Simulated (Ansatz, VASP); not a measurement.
# TiSb2: VASP beside Ansatz

Wanted: the spread between two codes on one cell, functional and k mesh. The structure shown comes from an earlier Ansatz run, which isn't shown and may have moved the atoms alone.

Program: Ansatz 0.2.0. Level of theory: plane waves, with VASP 6.6.1 beside it; elastic constants at LDA. Results are calculated unless marked as measured.

## (1) Starting point

It takes space group I4/mcm (No. 140, tetragonal). Conventional cell: a = 6.579 Å, b = 6.579 Å, c = 5.676 Å, α = 90.00°, β = 90.00°, γ = 90.00°. Ti has 2 Ti at 2.84 Å and 8 Sb at 2.87 Å nearest. Sb has 1 Sb at 2.84 Å and 4 Ti at 2.87 Å nearest. Farther neighbours are not listed.

## (2) Ansatz: elastic constants, LDA

Ansatz runs on its default PAW (the set named soft_2) files.

Elastic constants are differences of stresses under small strains, so they test the stress and the mesh.

Input file input.yaml:

```yaml
crystal:
  lattice:
    - [-3.2892510888, 3.2892510888, 2.8380129243]
    - [3.2892510888, -3.2892510888, 2.8380129243]
    - [3.2892510888, 3.2892510888, -2.8380129243]
  atoms:
    - { symbol: Ti, position: [0.25, 0.25, 0.0] }
    - { symbol: Ti, position: [0.75, 0.75, 0.0] }
    - { symbol: Sb, position: [0.6528247594, 0.1528247594, 0.8056495188] }
    - { symbol: Sb, position: [0.1528247594, 0.3471752406, 0.5] }
    - { symbol: Sb, position: [0.3471752406, 0.8471752406, 0.1943504812] }
    - { symbol: Sb, position: [0.8471752406, 0.6528247594, 0.5] }
kpoints:
  mp_grid: { grid: [4, 4, 4] }
hamiltonian:
  xc: lda
scf:
  occupations: { method: methfessel_paxton, width: 0.25 }
output:
  forces: true
  stress: true
  eigenvalues: true
elastic:
  mode: relaxed_ion
  stencil: two_point
  amplitude: 0.01
```

On the command line:

```sh
ansatz run input.yaml --threads 4 --pin off --max-ram 16384MiB --backend cpu --events-out ev --progress --plain --runs-dir out
```

Numbers of over 12 decimals in the logs are rounded to 6 here.

Output:

```text
Engine: ansatz 0.2.0, aarch64-unknown-linux-gnu
Pseudopotentials: kind: paw
Pseudopotential: Ti, paw, valence charge 12, recommended cutoff 420 eV (normal), Ti.paw.azcp
Pseudopotential: Sb, paw, valence charge 15, recommended cutoff 420 eV (normal), Sb.paw.azcp
Functional definition: SPW92
  exchange = slater_x
  correlation = pw_c
Crystal: 6 atoms, lattice volume = 122.820 Å³
Basis set: ecut = 420 eV, 2369 PW (Γ)
Bands: 51, of which v1, the nominal top of the filled ones, is band 42 counted from 1 (41 counted from 0)
Symmetry: 16 space group operations
Space group: I4/mcm (ITA 140), of the structure as read, at distance tolerance 5.0e-5 Å
k-points: 13 of 64
Non-local potential: Ti, projectors of the file, l = 0: 3, l = 1: 2, l = 2: 3, l = 3: 1
Non-local potential: Sb, projectors of the file, l = 0: 2, l = 1: 2, l = 2: 2, l = 3: 2
PAW form: soft (Blöchl's): semilocal exchange-correlation on the pseudo side does not see the compensation charge
PAW frozen core: Ti, regenerated for the run's functional, and the local potential with it (the file was generated under x = pbe(κ = 0.804, μ = 0.219515), c = pbe(β = 0.066725))
PAW frozen core: Sb, regenerated for the run's functional, and the local potential with it (the file was generated under x = pbe(κ = 0.804, μ = 0.219515), c = pbe(β = 0.066725))
PAW one-centre angular grid: Ti, 590 points (default); XC on 64 Gauss nodes
PAW one-centre angular grid: Sb, 590 points (default); XC on 64 Gauss nodes
Initial density: superposition of atomic densities (neutral atoms: chi_scale 0, normalization atom), corrected by the library's trained network
Initial wavefunctions: pseudopotential atomic-orbital guess
Functional: x = slater, c = lda
SCF iter   1: F=—  HF=-30246.769326 eV  |F-HF|=—  |Δ(HF+E_count)|=         —  Δρ=8.87e-3  dr2=4.09e-2  ethr=1.77e-3  ⟨swp⟩=6.4  Hψ=2740  notcnv=0
preconditioner: auto → Resta (q_TF=auto, 2.561 Å⁻¹)  ε∞=8.3  [insulator: Δε(μ)=0.215 eV  Ē_g=6.551 eV  σ=0.250 eV  W_gap=0.64  n_scr=34 (ndim 8)  ℏωp=17.7 eV  f_vac=0.000  D(μ)=0.96/eV (n_scr^D=0)  ε∞_Penn≈8.3]
SCF iter   2: F=—  HF=-30246.760222 eV  |F-HF|=—  |Δ(HF+E_count)|=   9.10e-3  S|Δr|=    0.00e0  Δρ=4.58e-3  dr2=1.21e-2  ethr=4.87e-5  ⟨swp⟩=1.8  Hψ=1068  notcnv=0
SCF iter   3: F=—  HF=-30246.757312 eV  |F-HF|=—  |Δ(HF+E_count)|=   2.91e-3  S|Δr|=    0.00e0  Δρ=6.83e-4  dr2=5.36e-4  ethr=1.44e-5  ⟨swp⟩=1.8  Hψ=986  notcnv=0
SCF iter   4: F=—  HF=-30246.757200 eV  |F-HF|=—  |Δ(HF+E_count)|=   1.12e-4  S|Δr|=    0.00e0  Δρ=1.16e-4  dr2=1.31e-5  ethr=6.38e-7  ⟨swp⟩=2.0  Hψ=824  notcnv=0
SCF iter   5: F=—  HF=-30246.757188 eV  |F-HF|=—  |Δ(HF+E_count)|=   1.20e-5  S|Δr|=    0.00e0  Δρ=2.35e-5  dr2=6.57e-7  ethr=1.56e-8  ⟨swp⟩=2.3  Hψ=1216  notcnv=0
SCF iter   6: F=—  HF=-30246.757191 eV  |F-HF|=—  |Δ(HF+E_count)|=   2.31e-6  S|Δr|=    0.00e0  Δρ=5.94e-6  dr2=3.69e-8  ethr=7.82e-10  ⟨swp⟩=2.1  Hψ=1189  notcnv=0
SCF iter   7: F=—  HF=-30246.757191 eV  |F-HF|=—  |Δ(HF+E_count)|=   5.62e-9  S|Δr|=    0.00e0  Δρ=9.30e-7  dr2=1.08e-9  ethr=4.39e-11  ⟨swp⟩=3.0  Hψ=1300  notcnv=0
SCF iter   8: F=—  HF=-30246.757191 eV  |F-HF|=—  |Δ(HF+E_count)|=  1.24e-10  S|Δr|=    0.00e0  Δρ=1.88e-7  dr2=3.91e-11  ethr=1.29e-12  ⟨swp⟩=2.2  Hψ=893  notcnv=0
SCF iter   9: F=—  HF=-30246.757191 eV  |F-HF|=—  |Δ(HF+E_count)|=  7.28e-12  S|Δr|=    0.00e0  Δρ=3.72e-8  dr2=1.22e-12  ethr=4.66e-14 (applied; sched 1.00e-12)  ⟨swp⟩=2.1  Hψ=1168  notcnv=0  defer=12
SCF iter  10: F=-30246.757191 eV  HF=-30246.757191 eV  |F-HF|=7.28e-12  |Δ(HF+E_count)|=  1.46e-11  S|Δr|=    0.00e0  Δρ=7.55e-9  dr2=5.56e-14  ethr=1.00e-12  ⟨swp⟩=10.2  Hψ=2644  notcnv=0
SCF 1 converged in 10 iterations: F = -30246.757191 eV  dr2 = 5.56e-14
  greatest PAW one-centre occupation: 0.999 electrons in one spin orbital (limit 2), on the Ti atom at site 1 (counted from 0), in its partial waves of l = 0
relax step   1: F+E_penalty+E_count = -30246.75719069 eV  Δ(F+E_penalty+E_count) = +0.000e0 eV  max|allowed force component| = 1.915e-4 eV/Å  Δτ_max = 0.0000 Å  (10 SCF iters, accepted)
Initial density: handed on by an earlier stage of this run
Initial wavefunctions: pseudopotential atomic-orbital guess (no wavefunctions were taken with the density)
iter 1 solved again at ethr=2.97e-7 eV; its pass at ethr=3.10e-3 eV (dr2=2.50e-4 eV) is discarded
SCF iter   1: F=—  HF=-30246.757267 eV  |F-HF|=—  |Δ(HF+E_count)|=         —  Δρ=4.23e-4  dr2=2.31e-4  ethr=2.97e-7  ⟨swp⟩=3.2  Hψ=4369  notcnv=0
preconditioner: auto → Resta (q_TF=auto, 2.561 Å⁻¹)  ε∞=8.3  [insulator: Δε(μ)=0.213 eV  Ē_g=6.561 eV  σ=0.250 eV  W_gap=0.64  n_scr=34 (ndim 8)  ℏωp=17.7 eV  f_vac=0.000  D(μ)=0.97/eV (n_scr^D=0)  ε∞_Penn≈8.3]
SCF iter   2: F=—  HF=-30246.757202 eV  |F-HF|=—  |Δ(HF+E_count)|=   6.50e-5  S|Δr|=    0.00e0  Δρ=1.49e-4  dr2=3.72e-5  ethr=2.75e-7  ⟨swp⟩=2.0  Hψ=927  notcnv=0
[...]
SCF iter   4: F=—  HF=-30246.754439 eV  |F-HF|=—  |Δ(HF+E_count)|=  7.28e-11  S|Δr|=    0.00e0  Δρ=1.64e-7  dr2=3.41e-11  ethr=6.38e-13 (applied; sched 1.00e-12)  ⟨swp⟩=2.1  Hψ=1161  notcnv=0
SCF iter   5: F=—  HF=-30246.754439 eV  |F-HF|=—  |Δ(HF+E_count)|=  3.64e-12  S|Δr|=    0.00e0  Δρ=3.78e-8  dr2=1.77e-12  ethr=4.06e-14 (applied; sched 1.00e-12)  ⟨swp⟩=2.0  Hψ=1436  notcnv=0  defer=23
[...]
SCF 38 converged in 2 iterations: F = -30246.754439 eV  dr2 = 2.47e-15
SCF converged after 8 iterations
Stability not checked: this state was not tested for a lower state beside it, because cold or Methfessel-Paxton smearing, or corrected tetrahedra, fill the levels in a way that the test cannot read (fill_not_monotonic; see scf.lower_state_search)
Free energy (F): -30246.757191 eV
Harris-Foulkes:  -30246.757191 eV  (|F-HF|=7.28e-12)
Internal energy: -30246.783181 eV  (E = F + TS)
E sigma→0 (E₀):  -30246.763688 eV
Entropy (-TS):   0.025990 eV (4.332 meV/atom)
Fermi energy:    14.171578 eV
--- Per-component energies (eV) ---
  E_band       = -716.809731
  E_kinetic    = 1392.535562
  E_local      = -6845.037555  (includes V_loc(G=0)·N_el)
  E_nonlocal   = 1496.161885
  E_hartree    = 3108.775401
  E_xc         = -752.020348
  E_vxc        = -642.252095  (∫ρ·V_xc dr)
  E_paw        = -19711.120896  (= ΣΔE_a)
  E_vpaw       = -2335.768551  (= ΣTr[D̂ρ^β])
  E_aug_tail   = 0.000211  (compensation charges beyond the density's cutoff)
  E_ewald      = -8938.964636
  E_core_change = 2.887195  (= ΣΔE_core)
  E_smearing   = 0.025990  (= −TS)
  E_closure    = -0.000000  (closes the sum)
  Σ components = -30246.757191   (vs F -30246.757191, Δ=0.00e0)
--- Forces (eV/Å), atoms counted from 1 ---
  atom   1  Ti    -0.00000000     0.00000000     0.00000000
  atom   2  Ti    -0.00000000    -0.00000000     0.00000000
  atom   3  Sb     0.00000000     0.00000000     0.00000000
  atom   4  Sb    -0.00000000     0.00000000     0.00000000
  atom   5  Sb    -0.00000000    -0.00000000     0.00000000
  atom   6  Sb     0.00000000    -0.00000000     0.00000000
  max |Σ_I F_I| component: 6.16e-17 eV/Å
--- Stress (GPa, compression-positive) ---
        0.028865       0.000000       0.000000
        0.000000       0.028865       0.000000
        0.000000       0.000000      -0.025687
  P = ⅓ Tr σ = 0.0107 GPa (0.107 kbar)
--- Band table (eV; the first three rows and the last of 13) ---
  k-point 0: bands = [... 38 lower, 11.1020, 11.7749, 12.4604, 13.2677, 14.6302, 15.0205, 15.7096, 15.7096, ... 5 higher]
  k-point 1: bands = [... 38 lower, 12.1182, 12.3339, 12.4296, 12.9630, 14.9154, 15.2852, 15.7512, 16.0249, ... 5 higher]
  k-point 2: bands = [... 38 lower, 11.7473, 12.2257, 13.4266, 13.5168, 14.5562, 14.9116, 15.3012, 16.0895, ... 5 higher]
  k-point 12: bands = [... 38 lower, 13.5700, 13.6114, 13.6682, 14.8168, 14.8168, 14.8724, 15.0092, 16.2328, ... 5 higher]
--- Elastic constants: 4 strain directions × 2 members + reference (group order 16) ---
  dense FFT box of the reference and of every strained cell: 40×40×40
  strains applied: 11, 33, 23, 12; error gains: componentwise 1.00 (the most a stress slope's error grows in a printed constant), spectral 1.41 (1 for all six strains in a standard setting)
  reference relaxed by the batch: 3 steps; max|allowed force component| 1.91e-4 eV/Å at the deck's positions, 1.92e-8 at the last accepted step, 4.73e-9 by the solve of record
  largest displacement 2.0e-5 Å; the constants are those of the deck's cell at these positions:
  atoms:
    - { symbol: Ti, position: [0.25, 0.25, 0] }
    - { symbol: Ti, position: [0.750000, 0.750000, 0] }
    - { symbol: Sb, position: [0.652823, 0.152823, 0.805645] }
    - { symbol: Sb, position: [0.152823, 0.347177, 0.5] }
    - { symbol: Sb, position: [0.347177, 0.847177, 0.194355] }
    - { symbol: Sb, position: [0.847177, 0.652823, 0.500000] }
  C = ∂σ_k/∂η_j (tension-positive GPa; Voigt order 11 22 33 23 13 12):
       222.437     45.036     62.625      0.000      0.000      0.000
        45.036    222.437     62.625      0.000      0.000      0.000
        62.568     62.568    169.718      0.000      0.000      0.000
         0.000      0.000      0.000     57.910      0.000      0.000
         0.000      0.000      0.000      0.000     57.910      0.000
         0.000      0.000     -0.000      0.000      0.000     71.270
  reference stress σ⁰ (GPa):     -0.029     -0.029      0.026     -0.000     -0.000     -0.000
  C* (energy form; C + prestress term) asymmetry max|C*_kj − C*_jk| = 2.427e-3 GPa — a small one proves nothing (zero by symmetry where the batch's group is 432, −43m or m−3m); a large one is finite-difference/SCF noise where every solve meets its electron count
  moduli (Voigt/Reuss/Hill, GPa): K = 106.12/105.35/105.73   G = 67.04/65.11/66.08   E = 164.05   ν = 0.241
  mechanically stable: yes (min eigenvalue of sym C = 57.91 GPa)
  strain η (Voigt 11):  stress-route row diagonal C_11 = 222.44 GPa, energy-path curvature d²(F+E_count+ΔE)/dδ²/Ω₀ = 222.44 GPa
         δ    σ_11 (GPa)             F (eV)   n_scf  n_hpsi   n_pw
    -1.000e-2      -2.3269      -30246.7482547       2    7268   2406   relax 4 steps, max|allowed force component| 3.40e-6 eV/Å
     1.000e-2       2.1218      -30246.7490832       2    7245   2447   relax 3 steps, max|allowed force component| 6.31e-6 eV/Å
  strain η (Voigt 33):  stress-route row diagonal C_33 = 169.72 GPa, energy-path curvature d²(F+E_count+ΔE)/dδ²/Ω₀ = 169.66 GPa
         δ    σ_33 (GPa)             F (eV)   n_scf  n_hpsi   n_pw
    -1.000e-2      -1.7368      -30246.7507409       2    5204   2412   relax 2 steps, max|allowed force component| 1.79e-6 eV/Å
     1.000e-2       1.6576      -30246.7506769       2    5162   2448   relax 2 steps, max|allowed force component| 7.32e-6 eV/Å
  strain η (Voigt 23):  stress-route row diagonal C_44 = 57.91 GPa, energy-path curvature d²(F+E_count+ΔE)/dδ²/Ω₀ = 58.02 GPa
         δ    σ_23 (GPa)             F (eV)   n_scf  n_hpsi   n_pw
    -1.000e-2      -0.5791      -30246.7549564       2    9720   2428   relax 5 steps, max|allowed force component| 3.31e-6 eV/Å
     1.000e-2       0.5791      -30246.7549564       2    9690   2428   relax 4 steps, max|allowed force component| 1.24e-5 eV/Å
  strain η (Voigt 12):  stress-route row diagonal C_66 = 71.27 GPa, energy-path curvature d²(F+E_count+ΔE)/dδ²/Ω₀ = 71.33 GPa
         δ    σ_12 (GPa)             F (eV)   n_scf  n_hpsi   n_pw
    -1.000e-2      -0.7127      -30246.7544393       2    7201   2430   relax 3 steps, max|allowed force component| 3.49e-5 eV/Å
     1.000e-2       0.7127      -30246.7544393       2    7217   2430   relax 3 steps, max|allowed force component| 3.91e-5 eV/Å
```

(Continued in part 2 of 2.)

[Lines on the potential files, build, host, timing and source positions are cut from VASP's logs without a mark.]

[Logs are printed without paths, hosts, clocks, repeated set-up lines and the standing remarks that a program may print on its own settings, such as how far it seeks lower states.]

[Hosts, paths, dates, database ids (printed as entryN), source tags and the programs' standing remarks are cut or masked in the printed files.]
